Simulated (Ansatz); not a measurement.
Rows from a G0W0 calculation on CdTe (F-43m) (Ansatz 0.2.0; G0W0 on PBE, plane waves, PAW; 4×4×4 mesh, 203 empty bands, screening to 120 eV), in eV. Spin-orbit coupling is left out.

| row | k | band | start | Σx | Σc at the solution | Vxc |
| --- | --- | --- | --- | --- | --- | --- |
| A | Γ | v1 | 7.484 | -17.927 | 1.519 | -15.896 |
| B | Γ | c1 | 8.244 | -9.353 | -3.870 | -13.317 |
| C | Γ | c2 | 12.084 | -6.624 | -4.174 | -10.859 |

**Question.** Give the quasiparticle energies and the shift of each level.

The quasiparticle equation reads E = start + Σx + Σc(E) − Vxc.

| row | E (eV) | shift (eV) |
| --- | --- | --- |
| A | 6.972 | −0.512 |
| B | 8.338 | +0.094 |
| C | 12.144 | +0.060 |

Limits: not at the basis limit; mesh may overstate the screening; no spin-orbit coupling; coarse k mesh.

[Runs of the session that timed out or met a known fault of the program may be left out.]

[Cells called generated may have been cut or substituted from an entry of the Crystallography Open Database or the Materials Project.]

[Hosts, paths, dates, database ids (printed as entryN), source tags and the programs' standing remarks are cut or masked in the printed files.]
